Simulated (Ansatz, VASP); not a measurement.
**Sr in VASP and in Ansatz**

File INCAR:

```
ALGO = Normal
EDIFF = 1E-7
ENCUT = 520
GGA = PE
ISIF = 2
ISMEAR = -1
LASPH = True
LCHARG = False
LREAL = False
LWAVE = False
NBANDS = 11
NELM = 80
PREC = Accurate
SIGMA = 0.05
```

Contents of KPOINTS:

```
k-points
0
Gamma
  8 8 8
```

POSCAR

```
Sr
1.0
   -2.4511262978      2.4511262978      2.4511262978
    2.4511262978     -2.4511262978      2.4511262978
    2.4511262978      2.4511262978     -2.4511262978
Sr
1
Direct
    0.0000000000      0.0000000000      0.0000000000
```

input.yaml

```yaml
crystal:
  lattice:
    - [-2.4511262978, 2.4511262978, 2.4511262978]
    - [2.4511262978, -2.4511262978, 2.4511262978]
    - [2.4511262978, 2.4511262978, -2.4511262978]
  atoms:
    - { symbol: Sr, position: [0.0, 0.0, 0.0] }
hamiltonian:
  xc: pbe
  pseudopotentials: { kind: paw }
kpoints:
  mp_grid: { grid: [8, 8, 8] }
scf:
  occupations: { method: fermi_dirac, width: 0.05 }
output:
  forces: true
  stress: true
  eigenvalues: true
```

Change from the starting cell: volume scaled by 1.02.

Alike in both runs: task single point; functional PBE; k mesh 8 × 8 × 8; occupations fermi-dirac, width 0.05 eV; no spin polarisation.

|  | VASP | Ansatz |
| --- | --- | --- |
| version | VASP 6.6.1 | Ansatz 0.2.0 |
| potentials or method | VASP PAW PBE potentials, release 64 (Sr_sv) | Ansatz PAW |
| plane-wave cutoff (eV) | 520 | 420 |
| valence electrons in the cell | 10 | 10 |

```csv
,VASP,Ansatz,Ansatz less VASP
gap on the k mesh at the Fermi level (eV),none,none,-
pressure (GPa),-0.9,-0.9,0.00
```

A gap of «none» marks a metal or a gap that the smearing closes.
